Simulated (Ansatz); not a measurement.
# SiC (F-43m), a vibration from a frozen displacement

Computed with DFT r2SCAN, scalar-relativistic, plane waves, PAW (Ansatz 0.2.0). Settings: plane waves to 500 eV, k-mesh 12×12×12 (Γ-centred), Gaussian smearing 0.05 eV. No spin polarisation. Energies are free energies at this smearing, counted from the undisturbed cell; pressure is positive in compression.

Reference structure (as given, not relaxed at this level; it stands at 1.3 GPa):

```
CELL_PARAMETERS angstrom
0.00000 2.17400 2.17400
2.17400 0.00000 2.17400
2.17400 2.17400 0.00000
ATOMIC_POSITIONS crystal
Si 0.00000 0.00000 0.00000
C 0.75000 0.75000 0.75000
```

Every Si atom is moved by x along the Cartesian unit vector (0.000, -0.707, -0.707); the cell and all other atoms stay fixed. The cell's volume is 20.55 Å³; the moved atoms weigh 28.085 u together and the others 12.011 u. Some rows repeat others by symmetry and weren't run.

```
  x (Å)  ΔE (meV/cell) total force on the moved atoms along the move (eV/Å) pressure (GPa)
-0.5000        2723.09                                               11.7453         36.8282
-0.4375        2046.04                                                9.9401         27.7938
-0.3750        1477.96                                                8.2597         20.2771
-0.3125        1011.21                                                6.6939         14.1743
-0.2500         639.13                                                5.2281          9.3743
-0.1875         355.95                                                3.8458          5.7723
-0.1250         157.06                                                2.5276          3.2729
-0.0625          39.09                                                1.2529          1.8041
 0.0000           0.00                                                0.0000          1.3197
 0.0625          39.09                                               -1.2529          1.8041
 0.1250         157.06                                               -2.5276          3.2729
 0.1875         355.95                                               -3.8458          5.7723
 0.2500         639.13                                               -5.2281          9.3743
 0.3125        1011.21                                               -6.6939         14.1743
 0.3750        1477.96                                               -8.2597         20.2771
 0.4375        2046.04                                               -9.9401         27.7938
 0.5000        2723.09                                              -11.7453         36.8282
```

Task: What frequency belongs to this motion?

Result: The force constant is k = −dF/dx = 20.046 eV/Å², from the parabola through x = -0.0625, 0 and 0.0625. In every cell the moved atoms swing against the rest, so the mass is μ = m₁m₂/(m₁ + m₂) = 8.413 u, and ν̃ = 521.5 cm⁻¹ × √(|k|/μ) = 805 cm⁻¹, at this cell's pressure of 1.3 GPa. To first order in x, and within 1 %, the force on every atom lies along the move and, within each of the two groups, in proportion to the atom's mass, so this is itself a mode at the zone centre of this cell, taken without macroscopic field (the transverse frequency in a polar insulator).

Task: How far does the harmonic law reach?

Result: At x = -0.500 Å, kx²/2 = 2505.70 meV against the computed 2723.09 meV (+8.7 %): the well stiffens in this direction at large amplitude.

Task: The pressure changes with x². What does that say about the frequency under compression?

Result: With E = k(V)x²/2, k ∝ V^(−2γ) and x scaling with the cell as V^(1/3), P − P0 = −∂E/∂V = (2γ − 2/3) ΔE/V. At x = 0.1250 Å, V(P − P0) = 20.55 × 1.95327 / 160.2 eV = 250.53 meV and ΔE = 157.06 meV, so γ = 1/3 + V(P − P0)/(2ΔE) = 1.13. This is the Grüneisen parameter of the motion under uniform scaling of the cell: shrinking the cell evenly by 1 % in volume raises the frequency by about 1.13 %.

The gap closes along the scan, which can put kinks into the curve.